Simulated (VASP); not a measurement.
Here is a VASP 6.6.1 calculation.

The input INCAR:

```
SYSTEM = W
PREC = Accurate
ENCUT = 520
EDIFF = 1E-7
ISMEAR = 1
SIGMA = 0.1
LREAL = .FALSE.
LASPH = .TRUE.
NELM = 80
ALGO = Normal
ISIF = 2
LWAVE = .FALSE.
LCHARG = .TRUE.
LDIPOL = .TRUE.
IDIPOL = 3
DIPOL = 0.5 0.5 0.500
GGA = PE
LELF = .TRUE.
LVHAR = .TRUE.
LVACPOTAV = .TRUE.
```

The input KPOINTS:

```
Automatic mesh
0
G
  12 12 1
  0 0 0
```

POSCAR

```
W                                       
1.0
    2.8655568500      0.0000000000      0.0000000000
   -0.9551856200      2.7016728600      0.0000000000
    0.0000000000      0.0000000000     19.8794566000
  W             
     1
Direct
     0.0000000000000000    0.0000000000000000    0.5000000000000000
```

Potentials or basis: VASP PAW PBE potentials, release 64 (W_sv).

Command:

```bash
$ cat potpaw_PBE.64/W_sv/POTCAR > POTCAR
$ mpirun -np 1 vasp_std > vasp.out
```

**Question.** Estimate the work function of the upper face.

**Answer.** 5.25 eV.

**Question.** Predict the work function of the lower face.

**Answer.** 5.25 eV.

**Question.** What does it give for the band gap on the k mesh?

**Answer.** None (metal or under the smearing width).

The run has no spin-orbit coupling, so splittings on W are missing.
